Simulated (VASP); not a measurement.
Here is a VASP 6.6.1 calculation.

INCAR

```
SYSTEM = CdSe
ALGO = Fast
EDIFF = 1E-7
EDIFFG = -0.01
ENCUT = 600
GGA = PE
IBRION = 2
ISIF = 4
ISMEAR = 0
IVDW = 12
LASPH = .True.
LCHARG = .False.
LREAL = .False.
LWAVE = .False.
NELM = 80
NSW = 40
PREC = Accurate
SIGMA = 0.03
```

File KPOINTS:

```
k-points
0
Gamma
  9 9 4
  0 0 0
```

File POSCAR:

```
CdSe                                    
1.0
    4.2989717348      0.0000000000      0.0000000000
   -2.1494858673      3.7230187325      0.0000000000
    0.0000000000      0.0000000000      7.0315249583
  Cd              Se            
     2     2
Direct
     0.3333333332999970    0.6666666667000030    0.0049753195880424
     0.6666666667000030    0.3333333332999970    0.5049753195880424
     0.3333333332999970    0.6666666667000030    0.3800246804119556
     0.6666666667000030    0.3333333332999970    0.8800246804119556
```

Potentials or basis: VASP PAW PBE potentials, release 64 (Cd, Se).

The run is started by

```console
$ cat potpaw_PBE.64/Cd/POTCAR potpaw_PBE.64/Se/POTCAR > POTCAR
$ mpirun -np 1 vasp_std > vasp.out
```

Estimate the dispersion energy per atom.

-0.319 eV.

What does it give for the band gap on the k mesh?

0.66 eV, direct.

Final structure:
```
Cd Se
1.0
     4.29897    0.00000    0.00000
    -2.14949    3.72302    0.00000
     0.00000    0.00000    7.03152
Cd Se
2 2
Direct
  0.33333 0.66667 0.00498
  0.66667 0.33333 0.50498
  0.33333 0.66667 0.38002
  0.66667 0.33333 0.88002
```

Caveat: the relaxation stopped at its first step, so nothing moved.
